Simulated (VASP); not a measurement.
# From one sheet to two: SnSe monolayer

What are the lattice, gap and band positions of SnSe monolayer, and what does a second sheet change?

Program: VASP 6.6.1. Level of theory: optB86b-vdW; plane waves and PAW (Sn, Se), in the first sound run; inputs show where later runs differ. Results are calculated unless marked as measured.

Most raw output is cut from this account.

## 1. The structure

The cell holds 4 atoms: 2 Sn and 2 Se. Its edges and angles: a = 4.400 Å, b = 4.290 Å, c = 22.000 Å, α = 90.0°, β = 90.0°, γ = 90.0°. Vacuum lies along c.

Coordinates:

```xyz
4
Lattice="4.4000 0.0000 0.0000 0.0000 4.2900 0.0000 0.0000 0.0000 22.0000" Properties=species:S:1:pos:R:3
Sn    0.5280    0.0000   12.4500
Sn    2.7280    2.1450    9.5500
Se    2.2000    2.1450   12.2500
Se    0.0000    0.0000    9.7500
```

## 2. Relaxing the monolayer

The sheet's cell relaxes in its plane with the atoms, while the vacuum is kept.

Contents of INCAR:

```
SYSTEM = SnSe
PREC = Normal
ENCUT = 350
EDIFF = 1E-06
NELM = 120
ISMEAR = 0
SIGMA = 0.03
LREAL = .FALSE.
ALGO = Normal
GGA = MK
AGGAC = 0
LUSE_VDW = .TRUE.
PARAM1 = 0.1234
PARAM2 = 1
LASPH = .TRUE.
NBANDS = 16
LORBIT = 11
LWAVE = .FALSE.
LCHARG = .FALSE.
KPAR = 4
IBRION = 2
NSW = 50
ISIF = 3
EDIFFG = -0.015
POTIM = 0.4
IDIPOL = 3
LDIPOL = .TRUE.
DIPOL = 0.5 0.5 0.5
LATTICE_CONSTRAINTS = .TRUE. .TRUE. .FALSE.
```

Contents of POSCAR:

```
SnSe
1.0
    4.4000000000      0.0000000000      0.0000000000
    0.0000000000      4.2900000000      0.0000000000
    0.0000000000      0.0000000000     22.0000000000
Sn Se
2 2
Direct
    0.1200000000      0.0000000000      0.5659090909
    0.6200000000      0.5000000000      0.4340909091
    0.5000000000      0.5000000000      0.5568181818
    0.0000000000      0.0000000000      0.4431818182
```

Contents of KPOINTS:

```
Automatic mesh
0
Gamma
7 7 1
0 0 0
```

The projector-augmented-wave data sets are Sn and Se (PBE family, release 64).

On the command line:

```sh
$ mpirun -np 4 vasp_std
```

Run time: 10 min. Hardware: 4 MPI ranks of AMD EPYC 9R45, shared host; peak memory 1.9 GiB.

The gap is read on the k-mesh alone, so it is an upper bound where the band edges lie off the mesh. The PAW data sets were made with PBE, which is usual practice but a small mismatch for other functionals. The data set Sn keeps the semicore shell frozen, which is cheaper and a little less accurate. The run keeps the 4 symmetry operations of its start, so it cannot find a distortion of lower symmetry.

Step by step (22 of 24):

```tsv
step	energy less that of the first step (eV)	largest force (eV/Å)	pressure (GPa)	volume (Å³)
1	0.0000	0.7280	0.45	415.27
2	-0.0784	0.3259	-0.16	428.90
3	-0.0809	0.2610	-0.28	431.84
4	-0.1088	0.2064	-0.19	427.16
5	-0.1462	0.1465	0.05	414.83
6	-0.1469	0.1550	0.10	412.69
8	-0.1558	0.1461	-0.19	410.76
9	-0.1564	0.0954	-0.13	411.16
10	-0.1607	0.0993	-0.06	407.58
11	-0.1623	0.1053	0.01	404.24
12	-0.1659	0.0892	-0.01	404.63
13	-0.1688	0.0546	-0.03	405.33
14	-0.1696	0.0384	0.00	404.75
15	-0.1701	0.0698	0.06	403.81
16	-0.1707	0.0663	0.04	404.23
17	-0.1714	0.0585	-0.01	405.47
19	-0.1725	0.0162	0.01	403.69
20	-0.1725	0.0147	0.01	403.43
21	-0.1728	0.0221	-0.01	403.72
22	-0.1729	0.0330	-0.03	404.16
23	-0.1731	0.0163	-0.01	403.67
24	-0.1731	0.0125	0.00	403.56
```

```tsv
cell as run	before	after	change
a (Å)	4.400	4.297	-2.3 %
b (Å)	4.290	4.269	-0.5 %
```

The atoms that moved most (Å, along periodic axes as changes of fractional coordinates times the final cell, across vacuum about the mean position):

```tsv
atom	dx	dy	dz	length
Se4	0.193	0.000	-0.058	0.201
Se3	0.193	0.000	0.058	0.201
Sn1	-0.193	0.000	-0.044	0.198
Sn2	-0.193	0.000	0.044	0.198
```

Final coordinates:

```xyz
4
Lattice="4.2967 0.0000 0.0000 0.0000 4.2693 0.0000 0.0000 0.0000 22.0000" Properties=species:S:1:pos:R:3
Sn    0.3228    0.0000   12.4061
Sn    2.4711    2.1346    9.5939
Se    2.3411    2.1346   12.3080
Se    0.1928    0.0000    9.6920
```

Numbers from this step:

```yaml
electronic_cycles: 185
electrons: 20
free_energy_toten: -7.798 eV
fermi_energy: -2.064 eV
metallic: no
dipole_moment: 0, 0, 0 e·Å
gap_on_the_k_mesh: 0.9411 eV
least_direct_gap_on_the_k_mesh: 0.9437 eV
```

The run ended after 24 ionic steps, 0.173 eV below its first step, once forces and stress met EDIFFG = -0.015.

## 3. A second relaxation

The plane waves were chosen for the start cell, so the relaxation is repeated from its end.

INCAR: that of step 2 with these lines changed.

```diff
@@ -21,3 +21,3 @@
 IBRION = 2
-NSW = 50
+NSW = 30
 ISIF = 3
```

Contents of POSCAR:

```
SnSe
1.0
    4.2966651116      0.0000000000      0.0000000000
    0.0000000000      4.2692738938      0.0000000000
    0.0000000000      0.0000000000     22.0000000000
Sn Se
2 2
Direct
    0.0751258496      0.0000000000      0.5639117769
    0.5751258496      0.5000000000      0.4360882231
    0.5448741504      0.5000000000      0.5594526000
    0.0448741504      0.0000000000      0.4405474000
```

KPOINTS is that of step 2.

On the command line:

```sh
$ mpirun -np 4 vasp_std
```

Elapsed: 51 s, on 4 MPI ranks; peak memory 1.8 GiB; 3.1 min of CPU time.

Little changed from the start: no atom moved by 0.005 Å and no cell edge by 0.1 %.

Numbers from this step:

```
electronic cycles              : 19
free energy (TOTEN)            : -7.797 eV
Fermi energy                   : -2.003 eV
gap on the k-mesh              : 0.9412 eV
least direct gap on the k-mesh : 0.9435 eV
```

The start already met the threshold, so nothing moved.

## 4. Potential and states of the slab

A static run writes the electrostatic potential without exchange and correlation (LVHAR), which is flat in the vacuum and gives the level to count from. The dipole correction cancels the field that unlike faces would set up across the vacuum.

Contents of INCAR:

```
SYSTEM = SnSe
PREC = Normal
ENCUT = 350
EDIFF = 1E-06
NELM = 120
ISMEAR = 0
SIGMA = 0.03
LREAL = .FALSE.
ALGO = Fast
GGA = MK
AGGAC = 0
LUSE_VDW = .TRUE.
PARAM1 = 0.1234
PARAM2 = 1
LASPH = .TRUE.
NBANDS = 16
LORBIT = 11
LWAVE = .FALSE.
LCHARG = .TRUE.
IDIPOL = 3
LDIPOL = .TRUE.
DIPOL = 0.5 0.5 0.5
LVHAR = .TRUE.
LVACPOTAV = .TRUE.
NEDOS = 1500
LELF = .TRUE.
```

POSCAR is that of step 3.

KPOINTS is that of step 3.

Contents of KPOINTS_OPT:

```
Line mode
14
Line-mode
Reciprocal
  0.00000000   0.00000000   0.00000000 GAMMA
 -0.50000000   0.00000000   0.00000000 X

 -0.50000000   0.00000000   0.00000000 X
 -0.50000000  -0.50000000   0.00000000 S

 -0.50000000  -0.50000000   0.00000000 S
  0.00000000  -0.50000000   0.00000000 Y

  0.00000000  -0.50000000   0.00000000 Y
  0.00000000   0.00000000   0.00000000 GAMMA

  0.00000000   0.00000000   0.00000000 GAMMA
 -0.50000000  -0.50000000   0.00000000 S
```

On the command line:

```sh
$ mpirun -np 4 vasp_std
```

Wall time 31 s (4 MPI ranks); peak memory 0.99 GiB; 1.9 min of CPU time.

This step gave:

* electronic cycles: 20
* Fermi energy: -2.061 eV
* least gap on mesh and path: 0.9191 eV
* least direct gap on mesh and path: 0.9197 eV
* vacuum levels: 2.229, 2.229 eV
* ionisation potentials of the upper and lower face: 4.408, 4.408 eV
* electron affinities of the upper and lower face: 3.489, 3.489 eV

The electronic bands at the labelled points (eV, zero at the valence-band top; v1 is the highest filled band, c1 the lowest empty one):

```tsv
point	v4	v3	v2	v1	c1	c2	c3	c4
Γ	-3.17	-1.94	-1.92	-0.56	1.21	3.27	3.54	4.04
0.46 of the way	-2.54	-1.68	-0.93	-0.80	1.46	2.27	2.80	3.50
X	-1.73	-1.73	-0.37	-0.37	1.32	1.32	1.94	1.94
0.46 of the way	-2.39	-2.39	-1.53	-1.53	2.35	2.35	3.28	3.28
S	-3.44	-3.44	-1.86	-1.86	3.23	3.23	4.57	4.57
0.54 of the way	-2.40	-2.40	-1.56	-1.56	2.34	2.34	3.28	3.28
Y	-1.73	-1.73	-0.40	-0.40	1.30	1.30	1.91	1.91
0.54 of the way	-2.56	-1.68	-0.95	-0.79	1.45	2.29	2.78	3.54
Γ	-3.17	-1.94	-1.92	-0.56	1.21	3.27	3.54	4.04
0.54 of the way	-2.86	-1.70	-1.61	-0.46	1.40	2.32	2.61	3.63
S	-3.44	-3.44	-1.86	-1.86	3.23	3.23	4.57	4.57
```

Of the projections kept (Sn, Se), the largest for each band there; the rest of the weight can lie on other orbitals:

```tsv
point	v4	v3	v2	v1	c1	c2	c3	c4
Γ	Se 0.63	Se 0.75	Se 0.75	Se 0.75	Sn 0.94	Se 0.57	Sn 0.73	Sn 0.90
X	Se 0.84	Se 0.84	Sn 0.58	Sn 0.58	Sn 0.65	Sn 0.65	Sn 0.89	Sn 0.89
S	Se 0.60	Se 0.60	Se 0.56	Se 0.56	Sn 0.75	Sn 0.75	Sn 0.74	Sn 0.74
Y	Se 0.85	Se 0.85	Sn 0.59	Sn 0.59	Sn 0.66	Sn 0.66	Sn 0.88	Sn 0.88
Γ	Se 0.63	Se 0.75	Se 0.75	Se 0.75	Sn 0.94	Se 0.57	Sn 0.73	Sn 0.90
S	Se 0.60	Se 0.60	Se 0.56	Se 0.56	Sn 0.75	Sn 0.75	Sn 0.74	Sn 0.74
```

Zero at the Fermi level. The planar average of the electrostatic potential by height:

```tsv
height (Å)	planar average of the electrostatic potential (eV)
0	4.29
1	4.29
2	4.29
3	4.29
4	4.29
5	4.29
6	4.29
7	4.25
8	3.69
9	-4.92
10	-9.77
11	2.06
12	-9.77
13	-4.92
14	3.69
15	4.25
16	4.29
17	4.29
18	4.29
19	4.29
20	4.29
21	4.29
```

Density of states in the PAW spheres, an atom over height of the layer and energy from the Fermi level.

Values in states/eV, 22 rows by 4 columns, each cell a mean:
```
0.00 0.00 0.00 0.00
0.06 0.07 0.07 0.06
0.01 0.02 0.02 0.01
0.68 0.92 0.92 0.68
0.25 0.22 0.22 0.25
0.23 0.43 0.43 0.23
0.49 0.90 0.90 0.49
0.40 0.84 0.84 0.40
0.25 0.48 0.48 0.25
0.46 0.72 0.72 0.46
0.40 0.50 0.50 0.40
0.17 0.20 0.20 0.17
0.14 0.15 0.15 0.14
0.10 0.11 0.11 0.10
0.04 0.04 0.04 0.04
0.05 0.03 0.03 0.05
0.19 0.09 0.09 0.19
0.12 0.04 0.04 0.12
0.80 0.22 0.22 0.80
1.08 0.22 0.22 1.08
0.82 0.15 0.15 0.82
0.00 0.00 0.00 0.00
```
Columns: height of the layer (Å) from 9.6 to 12.4 (not evenly spaced); rows upwards: energy from the Fermi level (eV) from -7.9 to 0.5.

ELF in the ca plane at fractional y = 0.000, with atoms of Sn and Se within 0.2 Å of it. It is the smooth field of the valence electrons, not physical close to the nuclei.

Values, 6 rows by 16 columns, each cell a mean:
```
0.00 0.00 0.00 0.00 0.00 0.03 0.37 0.81 0.79 0.58 0.75 0.92 0.75 0.21 0.01 0.00
0.00 0.00 0.00 0.00 0.00 0.00 0.08 0.40 0.51 0.18 0.23 0.34 0.15 0.02 0.00 0.00
0.00 0.00 0.00 0.00 0.00 0.00 0.01 0.05 0.08 0.03 0.06 0.05 0.01 0.00 0.00 0.00
0.00 0.00 0.00 0.00 0.00 0.00 0.06 0.33 0.41 0.16 0.29 0.39 0.17 0.02 0.00 0.00
0.00 0.00 0.00 0.00 0.00 0.03 0.36 0.81 0.81 0.57 0.76 0.91 0.75 0.20 0.01 0.00
0.00 0.00 0.00 0.00 0.00 0.07 0.54 0.84 0.65 0.77 0.86 0.97 0.93 0.41 0.03 0.09
```
Columns run along c (16.0 Å, from fractional 0.07 to 0.80 of the cell), rows up along a (4.3 Å). Atoms in or near the plane, at fractional coordinates: Sn at (0.56, 0.08), Se at (0.44, 0.04).

Valence density in the ca plane at fractional y = 0.000, with atoms of Sn and Se within 0.2 Å of it. It is the smooth field of the valence electrons, not physical close to the nuclei.

Ten even steps from '0' (-0.09 e/Å³) to '9' (0.80 e/Å³), each cell a mean:
```
11111111111111111124898985333233321111111111
11111111111111111112478753222333211111111111
11111111111111111111233322112222111111111111
11111111111111111111112111111111111111111111
11111111111111111111111111111111111111111111
11111111111111111111111111111111111111111111
11111111111111111111122221112222111111111111
11111111111111111112345532222333211111111111
11111111111111111113699974333223321111111111
11111111111111111124984796432013421111111111
11111111111111111125970596432113421111111111
```
Columns run along c (16.0 Å, from fractional 0.07 to 0.80 of the cell), rows up along a (4.3 Å). Atoms in or near the plane, at fractional coordinates: Sn at (0.56, 0.08), Se at (0.44, 0.04).

The map of layer states is cut here 0.5 eV above the Fermi level, so it leaves out the states above that.

The vacuum level lies 4.41 eV above the highest filled level at the upper face; both faces agree, as the slab has next to no dipole.

The program found no field-free point at its default tolerance, but its printed level agrees with the flat part of the planar average.

## 5. The slab in a field, field -0.1

A field across the slab, with the atoms held, gives the electronic response: the dipole changes linearly with the field, and the energy has a linear term from the slab's own dipole and a quadratic one from its polarisability.

INCAR: that of step 4 with these lines changed.

```diff
@@ -18,3 +18,4 @@
 LWAVE = .FALSE.
-LCHARG = .TRUE.
+LCHARG = .FALSE.
+KPAR = 4
 IDIPOL = 3
@@ -22,5 +23,2 @@
 DIPOL = 0.5 0.5 0.5
-LVHAR = .TRUE.
-LVACPOTAV = .TRUE.
-NEDOS = 1500
-LELF = .TRUE.
+EFIELD = -0.1
```

POSCAR is that of step 4.

KPOINTS is that of step 4.

On the command line:

```sh
$ mpirun -np 4 vasp_std
```

Elapsed: 58 s, on 4 MPI ranks; peak memory 1.8 GiB.

Numbers from this step:

| Quantity | Value |
| --- | --- |
| electronic cycles | 21 |
| free energy (TOTEN) | -7.800 eV |
| Fermi energy | -2.059 eV |
| dipole moment | 0, 0, -0.05616 e·Å |
| gap on the k-mesh | 0.9410 eV |
| least direct gap on the k-mesh | 0.9434 eV |

VASP counts the dipole in electrons times Å, so a positive number points the physical dipole along −c. A positive EFIELD is likewise a physical field along −c.

Energy at zero smearing: -7.80015 eV.

## 6. The slab in a field, field 0.1

INCAR: that of step 5 with these lines changed.

```diff
@@ -23,2 +23,2 @@
 DIPOL = 0.5 0.5 0.5
-EFIELD = -0.1
+EFIELD = 0.1
```

POSCAR is that of step 5.

KPOINTS is that of step 5.

On the command line:

```sh
$ mpirun -np 4 vasp_std
```

Wall time 61 s (4 MPI ranks); peak memory 1.8 GiB.

Numbers from this step:

| Property | Result |
| --- | --- |
| Fermi energy | -2.060 eV |
| dipole moment | 0, 0, 0.05616 e·Å |
| gap on the k-mesh | 0.9411 eV |

Energy at zero smearing: -7.80015 eV.

## 7. With spin-orbit coupling

This step: optB86b-vdW, spin-orbit coupling; plane waves and PAW (Sn, Se) (VASP 6.6.1).

For heavy elements spin-orbit coupling shifts the highest filled levels.

INCAR: that of step 6 with these lines changed.

```diff
@@ -15,4 +15,7 @@
 LASPH = .TRUE.
-NBANDS = 16
-LORBIT = 11
+LNONCOLLINEAR = .TRUE.
+MAGMOM = 0 0 0 0 0 0 0 0 0 0 0 0
+NBANDS = 32
+GGA_COMPAT = .FALSE.
+LSORBIT = .TRUE.
 LWAVE = .FALSE.
@@ -23,2 +26 @@
 DIPOL = 0.5 0.5 0.5
-EFIELD = 0.1
```

POSCAR is that of step 6.

KPOINTS is that of step 6.

KPOINTS_OPT is that of step 4.

On the command line:

```sh
$ mpirun -np 4 vasp_ncl
```

Run time: 3.4 min. Hardware: 4 MPI ranks; peak memory 3.6 GiB; 12 min of CPU time.

This step gave:

```
electronic cycles                 : 20
free energy (TOTEN)               : -7.888 eV
Fermi energy                      : -2.001 eV
least gap on mesh and path        : 0.8525 eV
least direct gap on mesh and path : 0.8795 eV
dipole moment                     : 0, 0, 0 e·Å
```

On-site spin-orbit energy by atom:

```tsv
atom	on-site spin-orbit energy (eV)
Sn1	-0.0509
Sn2	-0.0509
Se3	-0.0414
Se4	-0.0414
```

Electronic bands along the path, in eV, zero at the valence-band top; v1 is the highest filled band, c1 the lowest empty one:

```tsv
point	v4	v3	v2	v1	c1	c2	c3	c4
Γ	-1.80	-1.80	-0.55	-0.55	1.19	1.19	3.16	3.16
0.46 of the way	-0.97	-0.97	-0.74	-0.74	1.41	1.41	2.24	2.24
X	-0.38	-0.38	-0.38	-0.38	1.28	1.28	1.28	1.28
0.46 of the way	-1.61	-1.61	-1.46	-1.46	2.23	2.23	2.42	2.42
S	-1.88	-1.88	-1.84	-1.84	3.19	3.19	3.21	3.21
0.54 of the way	-1.67	-1.59	-1.51	-1.47	2.20	2.24	2.40	2.42
Y	-0.44	-0.44	-0.38	-0.38	1.22	1.22	1.31	1.31
0.54 of the way	-1.03	-0.94	-0.74	-0.72	1.40	1.41	2.24	2.27
Γ	-1.80	-1.80	-0.55	-0.55	1.19	1.19	3.16	3.16
0.54 of the way	-1.60	-1.59	-0.47	-0.46	1.37	1.39	2.28	2.29
S	-1.88	-1.88	-1.84	-1.84	3.19	3.19	3.21	3.21
```

On this path the gap is indirect, 0.85 eV, with the valence top between Γ and X and the conduction bottom between Y and Γ. The least direct gap is 0.88 eV.

## 8. A rigid stacking

This step: optB86b-vdW; plane waves and PAW (Sn, Se) (VASP 6.6.1).

System of this step: bilayer of SnSe monolayer. The cell holds 8 atoms: 4 Sn and 4 Se. Cell: a = 4.297 Å, b = 4.269 Å, c = 25.724 Å, α = 90.0°, β = 90.0°, γ = 90.0°. upper sheet same orientation, shifted by (0.00, 0.00). Vacuum lies along c.

Two rigid sheets are set at a typed distance in several high-symmetry stackings, to find where to start. The upper sheet is shifted or turned in the plane and never flipped over.

Contents of INCAR:

```
SYSTEM = SnSe
PREC = Normal
ENCUT = 350
EDIFF = 1E-05
NELM = 120
ISMEAR = 0
SIGMA = 0.03
LREAL = .FALSE.
ALGO = Fast
GGA = MK
AGGAC = 0
LUSE_VDW = .TRUE.
PARAM1 = 0.1234
PARAM2 = 1
LASPH = .TRUE.
NBANDS = 28
LORBIT = 11
LWAVE = .FALSE.
LCHARG = .FALSE.
KPAR = 4
IDIPOL = 3
LDIPOL = .TRUE.
DIPOL = 0.5 0.5 0.5
```

Contents of POSCAR:

```
SnSe
1.0
    4.2966651116      0.0000000000      0.0000000000
    0.0000000000      4.2692738938      0.0000000000
    0.0000000000      0.0000000000     25.7242363672
Sn Se
4 4
Direct
    0.0751258500      0.0000000000      0.4397455400
    0.5751258500      0.5000000000      0.3304276900
    0.0751258500      0.0000000000      0.6695723100
    0.5751258500      0.5000000000      0.5602544600
    0.5448741500      0.5000000000      0.4359319400
    0.0448741500      0.0000000000      0.3342412900
    0.5448741500      0.5000000000      0.6657587100
    0.0448741500      0.0000000000      0.5640680600
```

KPOINTS is that of step 7.

On the command line:

```sh
$ mpirun -np 4 vasp_std
```

The job ended after 58 s (4 MPI ranks; peak memory 2.1 GiB).

This step gave:

```
electronic cycles              : 16
electrons                      : 40
free energy (TOTEN)            : -16.09 eV
Fermi energy                   : -0.4919 eV
gap on the k-mesh              : 0.6603 eV
least direct gap on the k-mesh : 0.6756 eV
```

Force by atom:

```tsv
atom	x (eV/Å)	y (eV/Å)	z (eV/Å)	size
Sn1	-0.043	0.000	0.037	0.057
Sn2	0.045	0.000	-0.200	0.205
Sn3	0.045	0.000	0.200	0.205
Sn4	-0.043	0.000	-0.037	0.057
Se5	0.033	0.000	0.146	0.149
Se6	-0.035	0.000	-0.333	0.335
Se7	-0.035	0.000	0.333	0.335
Se8	0.033	0.000	-0.146	0.149
```

Energy at zero smearing: -16.08681 eV.

## 9. A rigid stacking

INCAR is that of step 8.

Contents of POSCAR:

```
SnSe
1.0
    4.2966651116      0.0000000000      0.0000000000
    0.0000000000      4.2692738938      0.0000000000
    0.0000000000      0.0000000000     25.7242363672
Sn Se
4 4
Direct
    0.0751258500      0.0000000000      0.4397455400
    0.5751258500      0.5000000000      0.3304276900
    0.5751258500      0.0000000000      0.6695723100
    0.0751258500      0.5000000000      0.5602544600
    0.5448741500      0.5000000000      0.4359319400
    0.0448741500      0.0000000000      0.3342412900
    0.0448741500      0.5000000000      0.6657587100
    0.5448741500      0.0000000000      0.5640680600
```

KPOINTS is that of step 8.

On the command line:

```sh
$ mpirun -np 4 vasp_std
```

Elapsed: 77 s, on 4 MPI ranks; peak memory 2.1 GiB.

Energy at zero smearing: -16.21839 eV.

## 10. A rigid stacking

INCAR is that of step 9.

Contents of POSCAR:

```
SnSe
1.0
    4.2966651116      0.0000000000      0.0000000000
    0.0000000000      4.2692738938      0.0000000000
    0.0000000000      0.0000000000     25.7242363672
Sn Se
4 4
Direct
    0.0751258500      0.0000000000      0.4397455400
    0.5751258500      0.5000000000      0.3304276900
    0.0751258500      0.5000000000      0.6695723100
    0.5751258500      0.0000000000      0.5602544600
    0.5448741500      0.5000000000      0.4359319400
    0.0448741500      0.0000000000      0.3342412900
    0.5448741500      0.0000000000      0.6657587100
    0.0448741500      0.5000000000      0.5640680600
```

KPOINTS is that of step 9.

On the command line:

```sh
$ mpirun -np 4 vasp_std
```

Elapsed: 78 s, on 4 MPI ranks; peak memory 2.1 GiB.

Energy at zero smearing: -16.22275 eV.

## 11. A rigid stacking

INCAR is that of step 10.

Contents of POSCAR:

```
SnSe
1.0
    4.2966651116      0.0000000000      0.0000000000
    0.0000000000      4.2692738938      0.0000000000
    0.0000000000      0.0000000000     25.7242363672
Sn Se
4 4
Direct
    0.0751258500      0.0000000000      0.4397455400
    0.5751258500      0.5000000000      0.3304276900
    0.5751258500      0.5000000000      0.6695723100
    0.0751258500      0.0000000000      0.5602544600
    0.5448741500      0.5000000000      0.4359319400
    0.0448741500      0.0000000000      0.3342412900
    0.0448741500      0.0000000000      0.6657587100
    0.5448741500      0.5000000000      0.5640680600
```

KPOINTS is that of step 10.

On the command line:

```sh
$ mpirun -np 4 vasp_std
```

The job ended after 59 s (4 MPI ranks; peak memory 2.1 GiB; 3.5 min of CPU time).

Energy at zero smearing: -15.84661 eV.

## 12. A rigid stacking

INCAR is that of step 11.

Contents of POSCAR:

```
SnSe
1.0
    4.2966651116      0.0000000000      0.0000000000
    0.0000000000      4.2692738938      0.0000000000
    0.0000000000      0.0000000000     25.7242363672
Sn Se
4 4
Direct
    0.0751258500      0.0000000000      0.4397455400
    0.5751258500      0.5000000000      0.3304276900
    0.9248741500      0.0000000000      0.6695723100
    0.4248741500      0.5000000000      0.5602544600
    0.5448741500      0.5000000000      0.4359319400
    0.0448741500      0.0000000000      0.3342412900
    0.4551258500      0.5000000000      0.6657587100
    0.9551258500      0.0000000000      0.5640680600
```

KPOINTS is that of step 11.

On the command line:

```sh
$ mpirun -np 4 vasp_std
```

It took 58 s on 4 MPI ranks; peak memory 2.1 GiB; 3.5 min of CPU time.

Energy at zero smearing: -16.07934 eV.

## 13. A rigid stacking

INCAR is that of step 12.

Contents of POSCAR:

```
SnSe
1.0
    4.2966651116      0.0000000000      0.0000000000
    0.0000000000      4.2692738938      0.0000000000
    0.0000000000      0.0000000000     25.7242363672
Sn Se
4 4
Direct
    0.0751258500      0.0000000000      0.4397455400
    0.5751258500      0.5000000000      0.3304276900
    0.4248741500      0.0000000000      0.6695723100
    0.9248741500      0.5000000000      0.5602544600
    0.5448741500      0.5000000000      0.4359319400
    0.0448741500      0.0000000000      0.3342412900
    0.9551258500      0.5000000000      0.6657587100
    0.4551258500      0.0000000000      0.5640680600
```

KPOINTS is that of step 12.

On the command line:

```sh
$ mpirun -np 4 vasp_std
```

Elapsed: 55 s, on 4 MPI ranks; peak memory 2.1 GiB.

Energy at zero smearing: -16.21889 eV.

(Continued in part 2 of 2.)

[Lines on the potential files, build, host, timing and source positions are cut from VASP's logs without a mark.]

[Logs are printed without paths, hosts, clocks, repeated set-up lines and the standing remarks that a program may print on its own settings, such as how far it seeks lower states.]

[Hosts, paths, dates, database ids (printed as entryN), source tags and the programs' standing remarks are cut or masked in the printed files.]

[Runs that stopped without an error message from VASP are left out.]
